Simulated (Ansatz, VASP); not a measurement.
**Sc in VASP and in Ansatz**

INCAR

```
SYSTEM = Sc
  PREC = Accurate
  ENCUT = 520
  EDIFF = 1E-7
  ISMEAR = -1
  SIGMA = 0.1
  LREAL = .False.
  LASPH = .True.
  NELM = 100
  ALGO = Fast
  ISIF = 2
  LWAVE = .False.
  LCHARG = .True.
  GGA = PS
  LELF = .True.
  LVHAR = .True.
  NBANDS = 18
```

Contents of KPOINTS:

```
Automatic mesh
0
Gamma
  10 10 10
  0 0 0
```

The input POSCAR:

```
Sc
1.0
    0.0000000000      3.0184218614      3.0184218614
    3.0184218614      0.0000000000      3.0184218614
    3.0184218614      3.0184218614      0.0000000000
Sc
2
Direct
    0.1250000000      0.1250000000      0.1250000000
    0.8750000000      0.8750000000      0.8750000000
```

Input for Ansatz:

```yaml
crystal:
  lattice:
    - [0.0, 3.0184218614, 3.0184218614]
    - [3.0184218614, 0.0, 3.0184218614]
    - [3.0184218614, 3.0184218614, 0.0]
  atoms:
    - { symbol: Sc, position: [0.125, 0.125, 0.125] }
    - { symbol: Sc, position: [0.875, 0.875, 0.875] }
hamiltonian:
  xc: pbesol
  pseudopotentials:
    kind: paw
    azcp:
      Sc: "pseudopotentials/Sc.paw.azcp"
basis:
  ecutwfc: 420
  fft_grid_basis: typed
kpoints:
  mp_grid: { grid: [10, 10, 10], shift: [0, 0, 0] }
magnetization:
  spin_polarized: false
scf:
  occupations: { method: fermi_dirac, width: 0.1 }
  lower_state_search: "off"
output:
  stress: true
```

Alike in both runs: task single point; functional PBEsol; k mesh 10 × 10 × 10; occupations fermi-dirac, width 0.1 eV; no spin polarisation.

|  | VASP | Ansatz |
| --- | --- | --- |
| version | VASP 6.6.1 | Ansatz 0.2.0 |
| potentials or method | VASP PAW PBE potentials, release 64 (Sc_sv) | plane waves (420 eV) with PAW, scalar-relativistic |
| plane-wave cutoff (eV) | 520 | 420 |
| valence electrons in the cell | 22 | 22 |

```tsv
	VASP	Ansatz	Ansatz less VASP
pressure (GPa)	1.8	1.8	-0.06
```

Ansatz warned: «pseudo_functional_mismatch».

Caveats: the PAW data sets were made with another functional, which shifts forces and pressure a little (VASP).
